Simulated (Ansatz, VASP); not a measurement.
**LiNbO3: VASP beside Ansatz**

```
CELL_PARAMETERS angstrom
2.59156 1.49624 4.69682
-2.59156 1.49624 4.69682
0.00000 -2.99247 4.69682
ATOMIC_POSITIONS crystal
Li 0.30187 0.30187 0.30187
Li 0.80187 0.80187 0.80187
Nb 0.02034 0.02034 0.02034
Nb 0.52034 0.52034 0.52034
O 0.13022 0.37779 0.74098
O 0.74098 0.13022 0.37779
O 0.37779 0.74098 0.13022
O 0.24098 0.87779 0.63022
O 0.87779 0.63022 0.24098
O 0.63022 0.24098 0.87779
```

Alike in both runs: functional PBE; k mesh 4 × 4 × 4; no spin polarisation.

Ansatz relaxed the structure, and its values are those at the end. VASP's run is a single point on that final structure, the one shown.

```csv
,VASP,Ansatz
version,VASP 6.6.1,Ansatz 0.2.0
potentials or method,"VASP PAW PBE potentials, release 64 (Li_sv, Nb_sv, O)","scalar-relativistic, plane waves, PAW"
plane-wave cutoff (eV),520,420
occupations,"gaussian, width 0.01 eV",fixed
valence electrons in the cell,68,68
```

```tsv
	VASP	Ansatz	Ansatz less VASP
gap on the k mesh at the Fermi level (eV)	3.55	3.56	+0.014
least direct gap on the mesh (eV)	3.58	3.59	+0.012
rms of the force components (eV/Å)	0.008	0.000	-0.0083
```

 A k mesh can miss the band edges.
